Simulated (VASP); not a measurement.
# ZnS (F-43m) in VASP: further runs, part 2 of 2

VASP 6.6.1. The steps go on from the part before.

### 3 Relaxation of cell and atoms, LDA

Contents of INCAR:

```
SYSTEM = ZnS
PREC = Accurate
ENCUT = 600
EDIFF = 1E-7
ISMEAR = 0
SIGMA = 0.02
LREAL = .False.
LASPH = .True.
NELM = 60
ALGO = Normal
ISIF = 3
LWAVE = .False.
LCHARG = .False.
IBRION = 2
NSW = 90
EDIFFG = -0.005
```

Contents of KPOINTS:

```
regular mesh
0
Gamma
  10 10 10
  0 0 0
```

Contents of POSCAR:

```
ZnS
1.0
    0.0000000000      2.6936828800      2.6936828800
    2.6936828800      0.0000000000      2.6936828800
    2.6936828800      2.6936828800      0.0000000000
Zn S
1 1
Direct
    0.0000000000      0.0000000000      0.0000000000
    0.7500000000      0.7500000000      0.7500000000
```

Potentials or basis: VASP PAW LDA potentials, release 64 (Zn, S).

On the command line:

```sh
cat potpaw_LDA.64/Zn/POTCAR potpaw_LDA.64/S/POTCAR > POTCAR
mpirun -np 1 vasp_std > vasp.out
```

OUTCAR:

```text
SYSTEM = ZnS
   PREC = Accurate
   ENCUT = 600
   EDIFF = 1E-7
   ISMEAR = 0
   LREAL = .False.
   LASPH = .True.
   NELM = 60
   ISIF = 3
   IBRION = 2
   NSW = 90
   EDIFFG = -0.005

 ion  position               nearest neighbor table
   1  0.000  0.000  0.000-   2 2.33   2 2.33   2 2.33   2 2.33
   2  0.750  0.750  0.750-   1 2.33   1 2.33   1 2.33   1 2.33

  LATTYP: Found a face centered cubic cell.
 ALAT       =     5.3873657600

  Lattice vectors:

 A1 = (   0.0000000000,   2.6936828800,   2.6936828800)
 A2 = (   2.6936828800,   0.0000000000,   2.6936828800)
 A3 = (   2.6936828800,   2.6936828800,   0.0000000000)

Analysis of symmetry for initial positions (statically):
=====================================================================
 Subroutine PRICEL returns:
 Original cell was already a primitive cell.

 Routine SETGRP: Setting up the symmetry group for a
 face centered cubic supercell.

 Subroutine GETGRP returns: Found 24 space group operations
 (whereof 24 operations were pure point group operations)
 out of a pool of 48 trial point group operations.

The static configuration has the point symmetry T_d .

Analysis of symmetry for dynamics (positions and initial velocities):
=====================================================================
 Subroutine PRICEL returns:
 Original cell was already a primitive cell.

 Routine SETGRP: Setting up the symmetry group for a
 face centered cubic supercell.

 Subroutine GETGRP returns: Found 24 space group operations
 (whereof 24 operations were pure point group operations)
 out of a pool of 48 trial point group operations.

The dynamic configuration has the point symmetry T_d .

 Subroutine INISYM returns: Found 24 space group operations
 (whereof 24 operations are pure point group operations),
 and found     1 'primitive' translations

----------------------------------------------------------------------------------------

                                     Primitive cell

  volume of cell :      39.0903

  direct lattice vectors                    reciprocal lattice vectors
     0.000000000  2.693682880  2.693682880    -0.185619474  0.185619474  0.185619474
     2.693682880  0.000000000  2.693682880     0.185619474 -0.185619474  0.185619474
     2.693682880  2.693682880  0.000000000     0.185619474  0.185619474 -0.185619474

  length of vectors
     3.809442862  3.809442862  3.809442862     0.321502360  0.321502360  0.321502360

  position of ions in fractional coordinates (direct lattice)
     0.000000000  0.000000000  0.000000000
     0.750000000  0.750000000  0.750000000

  ion indices of the primitive-cell ions
   primitive index   ion index
                 1           1
                 2           2

----------------------------------------------------------------------------------------

 KPOINTS: regular mesh

Automatic generation of k-mesh.
 Grid dimensions read from file:
 generate k-points for:   10   10   10

 Generating k-lattice:

  Cartesian coordinates                     Fractional coordinates (reciprocal lattice)
[... 53 lines left out ...]
   ICHARG =      2    charge: 1-file 2-atom 10-const
   ISPIN  =      1    spin polarized calculation?
   LNONCOLLINEAR =      F non collinear calculations
   LSORBIT =      F    spin-orbit coupling
   LASPH  =      T    aspherical Exc in radial PAW
   ENCUT  =  600.0 eV  44.10 Ry    6.64 a.u.   7.61  7.61  7.61*2*pi/ulx,y,z
   NELM   =     60;   NELMIN=  2; NELMDL= -5     # of ELM steps
   EDIFF  = 0.1E-06   stopping-criterion for ELM
   LREAL  =      F    real-space projection
   EDIFFG = -.5E-02   stopping-criterion for IOM
   NSW    =     90    number of steps for IOM
   IBRION =      2    ionic relax: 0-MD 1-quasi-New 2-CG
   NFREE  =      1    steps in history (QN), initial steepest desc. (CG)
   ISIF   =      3    stress and relaxation
   ISYM   =      2    0-nonsym 1-usesym 2-fastsym
   POTIM  = 0.5000    time-step for ionic-motion
   TEBEG  =    0.0;   TEEND  =   0.0 temperature during run
   PSTRESS=    0.0 pullay stress
   NELECT =      18.0000    total number of electrons
   NUPDOWN=      -1.0000    fix difference up-down
   EMIN   =  10.00;   EMAX   =-10.00  energy-range for DOS
   EFERMI =   0.00;   METHOD = LEGACY
   ISMEAR =     0;   SIGMA  =   0.02  broadening in eV -4-tet -1-fermi 0-gaus
   EFERMI_NEDOS =   21; number of points for ismear=-14 and -15
   IALGO  =     38    algorithm
   IMIX   =      4    mixing-type and parameters
     AMIX     =   0.40;   BMIX     =  1.00
     AMIX_MAG =   1.60;   BMIX_MAG =  1.00
  volume/ion in A,a.u.               =      19.55       131.90
  Fermi-wavevector in a.u.,A,eV,Ry     =   1.264181  2.388955 21.744194  1.598153
  Thomas-Fermi vector in A             =   2.397499
   LORBIT       =      0    0 simple, 1 ext, 2 COOP (PROOUT), +10 PAW based schemes
   GGA     = CA    functional components
   LHFCALC =     F    Hartree Fock is set to
   AEXX    =    0.0000 exact exchange contribution
   IVDW    =     0    specifies the selected vdW correction
   LEPSILON=     F    determine dielectric tensor
   LRPA    =     F    only Hartree local field effects (RPA)
 conjugate gradient relaxation of ions
 non-spin polarized calculation
 Gauss-broadening in eV      SIGMA  =   0.02
  energy-cutoff  :      600.00
  volume of cell :       39.09
 maximum number of plane-waves:      1326
   NGX = 15   NGY = 15   NGZ = 15

--------------------------------------- Ionic step        1  -------------------------------------------

 number of electron      18.0000016 magnetization

 Free energy of the ion-electron system (eV)
  ---------------------------------------------------
  ext. energy  EPLUGINS =         0.00000000
  ---------------------------------------------------
  free energy    TOTEN  =        -8.18634956 eV

  energy without entropy =       -8.18634956  energy(sigma->0) =       -8.18634956

------------------------ aborting loop because EDIFF is reached ----------------------------------------

  FORCE on cell =-STRESS in cart. coord.  units (eV):
  Direction    XX          YY          ZZ          XY          YZ          ZX
  --------------------------------------------------------------------------------------
  -------------------------------------------------------------------------------------
  Total       -0.9097011     -0.9097011     -0.9097011      0.0000000      0.0000000      0.0000000
  in kB      -37.2854955    -37.2854955    -37.2854955      0.0000000      0.0000000      0.0000000
  external PRESSURE =     -37.2854955 kB  Pullay stress =       0.0000000 kB
[... 59 lines left out ...]
--------------------------------------- Ionic step        3  -------------------------------------------

 number of electron      17.9999989 magnetization

 Free energy of the ion-electron system (eV)
  ---------------------------------------------------
  ext. energy  EPLUGINS =         0.00000000
  ---------------------------------------------------
  free energy    TOTEN  =        -8.20859092 eV

  energy without entropy =       -8.20859092  energy(sigma->0) =       -8.20859092

 E-fermi :   2.5750     XC(G=0): -10.3029

 val. band max:        2.4835061960   @ k =   0.0000   0.0000   0.0000
 cond. band min:       4.6308757355   @ k =   0.0000   0.0000   0.0000
 fundamental gap:      2.1473695395
 Fermi energy:         2.5749526347

 k-point     1 :       0.0000    0.0000    0.0000
  band No.  band energies     occupation
      1     -11.0416      2.00000
      2      -4.2601      2.00000
      3      -4.2601      2.00000
      4      -4.2601      2.00000
      5      -3.7106      2.00000
      6      -3.7106      2.00000
      7       2.4835      2.00000
      8       2.4835      2.00000
      9       2.4835      2.00000
     10       4.6309      0.00000
     11       8.6951      0.00000
     12       8.6951      0.00000
     13       8.6951      0.00000
[... 354 lines left out ...]
  band No.  band energies     occupation
      1      -9.9473      2.00000
      2      -4.3101      2.00000
      3      -3.9889      2.00000
      4      -3.9815      2.00000
      5      -3.6887      2.00000
      6      -3.6448      2.00000
      7      -1.5080      2.00000
      8       0.2739      2.00000
      9       0.5105      2.00000
     10       6.2572      0.00000
     11       7.0890      0.00000
     12      11.2730      0.00000
     13      12.2505      0.00000

 [... further k-points ...]

------------------------ aborting loop because EDIFF is reached ----------------------------------------

  FORCE on cell =-STRESS in cart. coord.  units (eV):
  Direction    XX          YY          ZZ          XY          YZ          ZX
  --------------------------------------------------------------------------------------
  -------------------------------------------------------------------------------------
  Total       -0.0025223     -0.0025223     -0.0025223      0.0000000     -0.0000000      0.0000000
  in kB       -0.1084610     -0.1084610     -0.1084610      0.0000000     -0.0000000      0.0000000
  external PRESSURE =      -0.1084610 kB  Pullay stress =       0.0000000 kB
[... 17 lines left out ...]
  FREE ENERGIE OF THE ION-ELECTRON SYSTEM (eV)
  ---------------------------------------------------
  free  energy   TOTEN  =        -8.2085909186 eV

  energy  without entropy=       -8.2085909186  energy(sigma->0) =       -8.20859092

 reached required accuracy - stopping structural energy minimisation
```

OSZICAR:

```text
N       E                     dE             d eps       ncg     rms          rms(c)
DAV:   1     0.967299198068E+02    0.96730E+02   -0.10152E+04  1222   0.186E+03
[... 29 lines left out ...]
DAV:   3    -0.821060744325E+01    0.69041E-02   -0.78864E-03  1262   0.854E-01    0.334E-01
DAV:   4    -0.820885183590E+01    0.17556E-02   -0.74249E-04  1476   0.489E-01    0.141E-01
DAV:   5    -0.820859078070E+01    0.26106E-03   -0.23856E-04  1862   0.338E-01    0.290E-02
DAV:   6    -0.820859072655E+01    0.54150E-07   -0.80747E-05  1272   0.122E-01    0.136E-02
DAV:   7    -0.820859113871E+01   -0.41217E-06   -0.41435E-06  1512   0.538E-02    0.547E-03
DAV:   8    -0.820859091555E+01    0.22316E-06   -0.13210E-06  1427   0.242E-02    0.585E-04
DAV:   9    -0.820859091862E+01   -0.30741E-08   -0.35336E-08   626   0.305E-03
   3 F= -.82085909E+01 E0= -.82085909E+01  d E =-.222414E-01
```

CONTCAR:

```text
ZnS
   1.00000000000000
     0.0000000000000000    2.6509534914908648    2.6509534914908648
     2.6509534914908648    0.0000000000000000    2.6509534914908648
     2.6509534914908648    2.6509534914908648    0.0000000000000000
  Zn              S
     1     1
Direct
     0.0000000000000000    0.0000000000000000    0.0000000000000000
     0.7500000000000000    0.7500000000000000    0.7500000000000000

  0.00000000E+00  0.00000000E+00  0.00000000E+00
  0.00000000E+00  0.00000000E+00  0.00000000E+00
```

Run time: 27 s. Hardware: 1 thread of AMD EPYC 9R45 (Zen 5), shared host; peak memory 0.14 GiB.

Results:

* Free energy: -8.2086 eV
* Relaxed volume: 18.63 Å³/atom
* Relaxed cell: a = 3.749 Å, b = 3.749 Å, c = 3.749 Å, α = 60.00°, β = 60.00°, γ = 60.00°
* Space group after relaxing (to 0.05 Å): F-43m (No. 216)
* Energy gained by relaxing: 11.1 meV/atom
* Ionic steps: 3
* Pressure after relaxing: 0.0 GPa
* Band gap on the k mesh: 2.15 eV, direct

Step by step:
```tsv
step	energy change (eV)	largest force (eV/Å)	pressure (GPa)	volume (Å³)
1	0.0000	0.0000	-3.73	39.09
2	-0.0187	0.0000	1.70	36.57
3	-0.0222	0.0000	-0.01	37.26
```

Final structure:
```
Zn S
1.0
     0.00000    2.65095    2.65095
     2.65095    0.00000    2.65095
     2.65095    2.65095    0.00000
Zn S
1 1
Direct
  0.00000 0.00000 0.00000
  0.75000 0.75000 0.75000
```

Levels at points of the mesh, in eV from the valence-band top:
```tsv
k point	band 7	band 8	band 9	band 10	band 11	band 12
(0.00, 0.00, 0.00)	0.00	0.00	0.00	2.15	6.21	6.21
(0.50, 0.00, 0.00)	-5.76	-0.96	-0.96	3.23	6.76	6.76
(0.50, 0.50, 0.00)	-4.90	-2.46	-2.46	3.06	3.89	11.14
```

### 4 Relaxation of cell and atoms, PBE

INCAR: that of step 3 with these lines changed.

```diff
@@ -13,2 +13,3 @@
 LCHARG = .False.
+GGA = PE
 IBRION = 2
```

KPOINTS is that of step 3.

POSCAR is that of step 3.

Potentials or basis: VASP PAW PBE potentials, release 64 (Zn, S).

On the command line:

```sh
cat potpaw_PBE.64/Zn/POTCAR potpaw_PBE.64/S/POTCAR > POTCAR
mpirun -np 1 vasp_std > vasp.out
```

Run time: 27 s. Hardware: 1 thread of AMD EPYC 9R45 (Zen 5), shared host; peak memory 0.16 GiB.

The run converged. Its results:

```yaml
Free_energy: -6.8524 eV
Relaxed_volume: 20.20 Å³/atom
Relaxed_cell: a = 3.852 Å, b = 3.852 Å, c = 3.852 Å, α = 60.00°, β = 60.00°, γ = 60.00°
Space_group_after_relaxing_to_0.05_Å: F-43m (No. 216)
Energy_gained_by_relaxing: 4.9 meV/atom
Ionic_steps: 3
Pressure_after_relaxing: 0.0 GPa
Band_gap_on_the_k_mesh: 2.01 eV, direct
```

Step by step:
```csv
step,energy change (eV),largest force (eV/Å),pressure (GPa),volume (Å³)
1,0.0000,0.0000,2.49,39.09
2,-0.0089,0.0000,-0.70,40.83
3,-0.0099,0.0000,0.00,40.40
```

Final structure:
```
Zn S
1.0
     0.00000    2.72354    2.72354
     2.72354    0.00000    2.72354
     2.72354    2.72354    0.00000
Zn S
1 1
Cartesian
  0.0000 0.0000 0.0000
  4.0853 4.0853 4.0853
```

Levels at points of the mesh, in eV from the valence-band top:
| k point | band 7 | band 8 | band 9 | band 10 | band 11 | band 12 |
| --- | --- | --- | --- | --- | --- | --- |
| (0.00, 0.00, 0.00) | 0.00 | 0.00 | 0.00 | 2.01 | 6.41 | 6.41 |
| (0.50, 0.00, 0.00) | -5.14 | -0.83 | -0.83 | 3.26 | 6.94 | 6.94 |
| (0.50, 0.50, 0.00) | -4.47 | -2.13 | -2.13 | 3.46 | 4.07 | 10.81 |

### 5 Relaxation of cell and atoms, PBE+D3(BJ)

INCAR: that of step 4 with these lines changed.

```diff
@@ -14,2 +14,3 @@
 GGA = PE
+IVDW = 12
 IBRION = 2
```

KPOINTS is that of step 4.

POSCAR is that of step 4.

On the command line:

```sh
cat potpaw_PBE.64/Zn/POTCAR potpaw_PBE.64/S/POTCAR > POTCAR
mpirun -np 1 vasp_std > vasp.out
```

It took 24 s on 1 thread of AMD EPYC 9R45 (Zen 5), shared host; peak memory 0.17 GiB.

It converged, with:

| Property | Result |
| --- | --- |
| Free energy | -7.4654 eV |
| Relaxed volume | 19.46 Å³/atom |
| Relaxed cell | a = 3.804 Å, b = 3.804 Å, c = 3.804 Å, α = 60.00°, β = 60.00°, γ = 60.00° |
| Space group after relaxing (to 0.05 Å) | F-43m (No. 216) |
| Energy gained by relaxing | 0.1 meV/atom |
| Ionic steps | 3 |
| Pressure after relaxing | 0.0 GPa |
| Band gap on the k mesh | 2.18 eV, direct |
| Dispersion energy per atom | -0.313 eV |

Step by step:
| step | energy change (eV) | largest force (eV/Å) | pressure (GPa) | volume (Å³) |
| --- | --- | --- | --- | --- |
| 1 | 0.0000 | 0.0000 | -0.33 | 39.09 |
| 2 | -0.0002 | 0.0000 | 0.11 | 38.87 |
| 3 | -0.0002 | 0.0000 | 0.02 | 38.92 |

Final structure:
```yaml
crystal:
  lattice:
    - [0.00000, 2.68973, 2.68973]
    - [2.68973, 0.00000, 2.68973]
    - [2.68973, 2.68973, 0.00000]
  atoms:
    - { symbol: Zn, position: [0.00000, 0.00000, 0.00000] }
    - { symbol: S, position: [0.75000, 0.75000, 0.75000] }
```

Levels at points of the mesh, in eV from the valence-band top:
| k point | band 7 | band 8 | band 9 | band 10 | band 11 | band 12 |
| --- | --- | --- | --- | --- | --- | --- |
| (0.00, 0.00, 0.00) | 0.00 | 0.00 | 0.00 | 2.18 | 6.39 | 6.39 |
| (0.50, 0.00, 0.00) | -5.38 | -0.89 | -0.89 | 3.34 | 6.92 | 6.92 |
| (0.50, 0.50, 0.00) | -4.61 | -2.27 | -2.27 | 3.38 | 4.07 | 11.08 |

### 6 The runs side by side

```tsv
level	potentials or basis	gap on the mesh (eV)	pressure (GPa)	relaxed volume (Å³/atom)
PBEsol	VASP PAW PBE potentials, release 64 (Zn, S)	2.08	0.0	19.26
LDA	VASP PAW LDA potentials, release 64 (Zn, S)	2.15	0.0	18.63
PBE	VASP PAW PBE potentials, release 64 (Zn, S)	2.01	0.0	20.20
PBE+D3(BJ)	VASP PAW PBE potentials, release 64 (Zn, S)	2.18	0.0	19.46
```

Alike in all rows: task relaxation of cell and atoms; no spin polarisation; cell relaxed; k mesh 10 × 10 × 10; cutoff (eV) 600; smearing gaussian 0.02 eV.

Caveats: the PAW data sets were made with another functional, which shifts forces and pressure a little (some runs).

Absolute energies hang on the potentials; compare differences alone.
